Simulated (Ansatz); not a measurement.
An input for Ansatz 0.2.0 (Re):

Contents of run.py:

```python
import json

import ase.io
import numpy as np

import ansatz as az

atoms = ase.io.read("POSCAR", format="vasp")

calculation = (
    az.Crystal.from_ase(atoms)
    .calculation()
    .kpoints(9, 9, 9)
    .functional("pbe")
    .pseudopotentials(kind="paw")
    .scf(extra_bands=6)
    .band_structure(path=(((0.5, 0.0, 0.0), (0.0, 0.0, 0.0), (0.0, 0.0, 0.5)), ((0.5, 0.0, 0.5), (0.0, 0.0,
        0.0), (-0.5, -0.5, -0.5)), ((0.0, -0.5, -0.5), (0.0, 0.0, 0.0), (-0.5, -0.5, 0.0)), ((0.0, -0.5, 0.0), (0.0,
        0.0, 0.0))), intervals=14)
    .forces()
    .stress()
)
outcome = calculation.run(threads=2, events_out="events.jsonl")

report = outcome.report
for line in open("events.jsonl"):
    event = json.loads(line)
    if event["event"] == "scf_iter":
        d = event["data"]
        print(f"SCF {d['iter']:3d}  HF = {d['harris_foulkes_ev']:.6f} eV  dr2 = {d['dr2_ev']:.2e} eV")
    elif event["event"] in ("relax_step", "md_step"):
        d = event["data"]
        print(f"{event['event']} {d['step']:3d}  E = {d['lagrangian_ev']:.6f} eV")
np.set_printoptions(precision=5, suppress=True, linewidth=110)
print("converged:", report["converged"], "after", report["n_iterations"], "iterations")
print(f"free energy {report['free_energy_ev']:.6f} eV, Fermi level {report['fermi_energy_ev']:.4f} eV")
for key in ("band_edges_ev", "magnetization_mub", "site_moments_mub", "site_moments_nc_mub", "forces_ev_ang",
                "stress_gpa"):
    if report.get(key) is not None:
        print(key, np.array(report[key]), sep="\n")
```

The input POSCAR:

```
Re
1.0
   -0.0043460000      1.9572310000      1.9576420000
    1.9209620000     -0.0252850000      1.9785820000
    1.9491070000      2.0063160000     -0.0534300000
Re
1
Direct
   -0.0169170000      0.0198060000     -0.0082120000
```

Potentials or basis: Ansatz PAW.

Launch:

```sh
$ python run.py
```

How does this run end?

The run stopped without a result. It printed:

Output:

```text
Traceback (most recent call last):
  File "run.py", line 23, in <module>
  [frames inside libraries left out]
ansatz.RefusalError: YAML parse error: `scf.occupations.method` is required: fixed only where the cell keeps a band gap throughout the run, explicit beside scf.occupations.values (under evaluate: without them), else a smearing such as fermi_dirac (scf.occupations.width is optional; its entry in the input reference gives the default)
```
